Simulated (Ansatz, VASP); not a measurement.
# Cross-check of HC3 (graphene armchair nanoribbon, H-capped) between VASP and Ansatz, part 2 of 2

Aim: how closely do two programs agree when they are given the same cell, functional and k mesh? The cell is taken from a series of runs on this material, whose earlier steps may have relaxed, scaled, displaced or heated it; both programs get it as it stands.

VASP 6.6.1 and Ansatz 0.2.0.

So far: The structure; Ansatz: single point, RPBE with D3(BJ).

**3. VASP: single point, RPBE with D3(BJ)**

Level of this step: RPBE with D3(BJ), zero-moment start; plane waves and PAW (C, H) (VASP).

The same cell, functional, mesh and smearing now go to VASP, with its own data sets.

Lines of VASP's logs that name or quote its potential files are left out, and so is its time.

INCAR

```
SYSTEM = HC3
PREC = Accurate
ENCUT = 520
EDIFF = 1E-06
NELM = 200
ISMEAR = 0
SIGMA = 0.025
LREAL = Auto
ALGO = Normal
GGA = RP
IVDW = 12
NBANDS = 192
ISPIN = 2
MAGMOM = -0 -0 -0 -0 -0 0 0 -0 0 0 0 0 -0 -0 -0 -0 -0 0 0 -0 0 0 0 0 -0 -0 -0 -0 -0 0 0 -0 0 0 0 0 -0 -0 -0 -0 -0 0 0 -0 0 0 0 0 -0 -0 -0 -0 -0 0 0 -0 0 0 0 0 0 0 -0 -0 0 0 -0 -0 0 0 -0 -0 0 0 -0 -0 0 0 -0 -0
LORBIT = 11
LWAVE = .FALSE.
LCHARG = .FALSE.
ISIF = 2
LASPH = .TRUE.
GGA_COMPAT = .FALSE.
NCORE = 2
```

POSCAR

```
HC3
1.0
   21.3042200000      0.0000000000      0.0000000000
    0.0000000000     18.0379400000      0.0000000000
    0.0000000000      0.0000000000     10.0000000000
C H
60 20
Direct
    0.0338400000      0.3971500000      0.5000000000
    0.0677300000      0.3302300000      0.5000000000
    0.1322700000      0.3302300000      0.5000000000
    0.1661600000      0.3971500000      0.5000000000
    0.0333400000      0.5345700000      0.5000000000
    0.0666600000      0.4654300000      0.5000000000
    0.1333400000      0.4654300000      0.5000000000
    0.1666600000      0.5345700000      0.5000000000
    0.0322700000      0.6697700000      0.5000000000
    0.0661600000      0.6028500000      0.5000000000
    0.1338400000      0.6028500000      0.5000000000
    0.1677300000      0.6697700000      0.5000000000
    0.2338400000      0.3971500000      0.5000000000
    0.2677300000      0.3302300000      0.5000000000
    0.3322700000      0.3302300000      0.5000000000
    0.3661600000      0.3971500000      0.5000000000
    0.2333400000      0.5345700000      0.5000000000
    0.2666600000      0.4654300000      0.5000000000
    0.3333400000      0.4654300000      0.5000000000
    0.3666600000      0.5345700000      0.5000000000
    0.2322700000      0.6697700000      0.5000000000
    0.2661600000      0.6028500000      0.5000000000
    0.3338400000      0.6028500000      0.5000000000
    0.3677300000      0.6697700000      0.5000000000
    0.4338400000      0.3971500000      0.5000000000
    0.4677300000      0.3302300000      0.5000000000
    0.5322700000      0.3302300000      0.5000000000
    0.5661600000      0.3971500000      0.5000000000
    0.4333400000      0.5345700000      0.5000000000
    0.4666600000      0.4654300000      0.5000000000
    0.5333400000      0.4654300000      0.5000000000
    0.5666600000      0.5345700000      0.5000000000
    0.4322700000      0.6697700000      0.5000000000
    0.4661600000      0.6028500000      0.5000000000
    0.5338400000      0.6028500000      0.5000000000
    0.5677300000      0.6697700000      0.5000000000
    0.6338400000      0.3971500000      0.5000000000
    0.6677300000      0.3302300000      0.5000000000
    0.7322700000      0.3302300000      0.5000000000
    0.7661600000      0.3971500000      0.5000000000
    0.6333400000      0.5345700000      0.5000000000
    0.6666600000      0.4654300000      0.5000000000
    0.7333400000      0.4654300000      0.5000000000
    0.7666600000      0.5345700000      0.5000000000
    0.6322700000      0.6697700000      0.5000000000
    0.6661600000      0.6028500000      0.5000000000
    0.7338400000      0.6028500000      0.5000000000
    0.7677300000      0.6697700000      0.5000000000
    0.8338400000      0.3971500000      0.5000000000
    0.8677300000      0.3302300000      0.5000000000
    0.9322700000      0.3302300000      0.5000000000
    0.9661600000      0.3971500000      0.5000000000
    0.8333400000      0.5345700000      0.5000000000
    0.8666600000      0.4654300000      0.5000000000
    0.9333400000      0.4654300000      0.5000000000
    0.9666600000      0.5345700000      0.5000000000
    0.8322700000      0.6697700000      0.5000000000
    0.8661600000      0.6028500000      0.5000000000
    0.9338400000      0.6028500000      0.5000000000
    0.9677300000      0.6697700000      0.5000000000
    0.0434400000      0.2773200000      0.5000000000
    0.1565600000      0.2773200000      0.5000000000
    0.0565600000      0.7226800000      0.5000000000
    0.1434400000      0.7226800000      0.5000000000
    0.2434400000      0.2773200000      0.5000000000
    0.3565600000      0.2773200000      0.5000000000
    0.2565600000      0.7226800000      0.5000000000
    0.3434400000      0.7226800000      0.5000000000
    0.4434400000      0.2773200000      0.5000000000
    0.5565600000      0.2773200000      0.5000000000
    0.4565600000      0.7226800000      0.5000000000
    0.5434400000      0.7226800000      0.5000000000
    0.6434400000      0.2773200000      0.5000000000
    0.7565600000      0.2773200000      0.5000000000
    0.6565600000      0.7226800000      0.5000000000
    0.7434400000      0.7226800000      0.5000000000
    0.8434400000      0.2773200000      0.5000000000
    0.9565600000      0.2773200000      0.5000000000
    0.8565600000      0.7226800000      0.5000000000
    0.9434400000      0.7226800000      0.5000000000
```

KPOINTS

```
Automatic mesh
0
Gamma
1 1 1
0 0 0
```

Potentials, in the order of the species: C and H (PBE family, release 64).

Command:

```sh
$ mpirun -np 8 vasp_gam
```

Numbers of over 12 decimals in the logs are rounded to 6 here.

Log:

```text
[banner, memory and clock lines left out]
running    8 mpi-ranks, on    1 nodes
[...]
|                                                                             |
|               ----> ADVICE to this user running VASP <----                  |
|                                                                             |
|     You enforced a specific xc type in the INCAR file but a different       |
|     [... a line on the potential file left out ...]
|     I HOPE YOU KNOW WHAT YOU ARE DOING!                                     |
|                                                                             |

 LDA part: xc-table for (Slater+PW92), standard interpolation
 POSCAR, INCAR and KPOINTS ok, starting setup
[...]
entering main loop
       N       E                     dE             d eps       ncg     rms          rms(c)
DAV:   1     0.288288964262E+04    0.28829E+04   -0.97877E+04   824   0.104E+03
DAV:   2     0.252838967523E+02   -0.28576E+04   -0.26626E+04  1248   0.234E+02
DAV:   3    -0.617074685915E+03   -0.64236E+03   -0.63944E+03   992   0.124E+02
DAV:   4    -0.646453814802E+03   -0.29379E+02   -0.29266E+02   984   0.344E+01
[...]
DAV:  25    -0.597472306401E+03   -0.53380E-05   -0.36959E-07   600   0.122E-03    0.263E-04
DAV:  26    -0.597472307952E+03   -0.15501E-05   -0.16463E-07   560   0.844E-04    0.253E-04
DAV:  27    -0.597472308513E+03   -0.56139E-06   -0.45721E-08   560   0.482E-04
   1 F= -.61823364E+03 E0= -.61823364E+03  d E =-.250537E-19  mag=    -0.0000
```

Parts of OUTCAR (step 3):

```text
  FREE ENERGIE OF THE ION-ELECTRON SYSTEM (eV)
  ---------------------------------------------------
  free  energy   TOTEN  =      -618.2336414584 eV

  energy  without entropy=     -618.2336414584  energy(sigma->0) =     -618.23364146

 magnetization (x)
# of ion       s       p       d       tot
------------------------------------------
    1        0.000  -0.000   0.000  -0.000
    2       -0.000  -0.000   0.000  -0.000
    3       -0.000  -0.000   0.000  -0.000
    4        0.000  -0.000   0.000  -0.000
    5        0.000   0.000   0.000   0.000
    6        0.000   0.000   0.000   0.000
    7        0.000   0.000   0.000   0.000
    8        0.000   0.000   0.000   0.000
    9       -0.000  -0.000   0.000  -0.000
   10        0.000  -0.000   0.000  -0.000
   11        0.000  -0.000   0.000  -0.000
   12       -0.000  -0.000   0.000  -0.000
   13        0.000  -0.000   0.000  -0.000
[...]
--------------------------------------------------
tot          0.000  -0.000   0.000  -0.000

[... 1 further part left out ...]
```

**4. Side by side**

Known differences besides the potentials themselves: the cutoff is 420 eV in Ansatz and 520 eV in VASP (PREC = Accurate, projectors in real space); Ansatz makes its cores anew for this functional, VASP keeps those of its PBE data sets. Total energies have different zeros and are not compared.

Both answers:

| quantity | Ansatz | VASP | difference |
| --- | --- | --- | --- |
| gap on the k mesh (eV) | 1.046 | 1.045 | +0.001 |

The largest component of a force difference here is 23 meV/Å. A gap on the mesh is an upper bound, since the band edges may lie between its points. Where the cell holds vacuum, a pressure given here is an average over it and none of the material.

**5. Results**

```yaml
difference_in_gap_on_the_k_mesh_single_point_rpbe_with_d3_bj: 0.0011 eV
r_m_s_force_difference_single_point_rpbe_with_d3_bj: 11 meV/Å
```

What this shows: The r.m.s. force difference is 11 meV/Å (single point, RPBE with D3(BJ)), within the 12 meV/Å picked in this series as the mark of a large difference. Such differences can come from data sets, numerical settings and the points named under the comparisons, not from the functional's error against experiment.

[Lines on the potential files, build, host, timing and source positions are cut from VASP's logs without a mark.]

[Logs are printed without paths, hosts, clocks, repeated set-up lines and the standing remarks that a program may print on its own settings, such as how far it seeks lower states.]

[Hosts, paths, dates, database ids (printed as entryN), source tags and the programs' standing remarks are cut or masked in the printed files.]
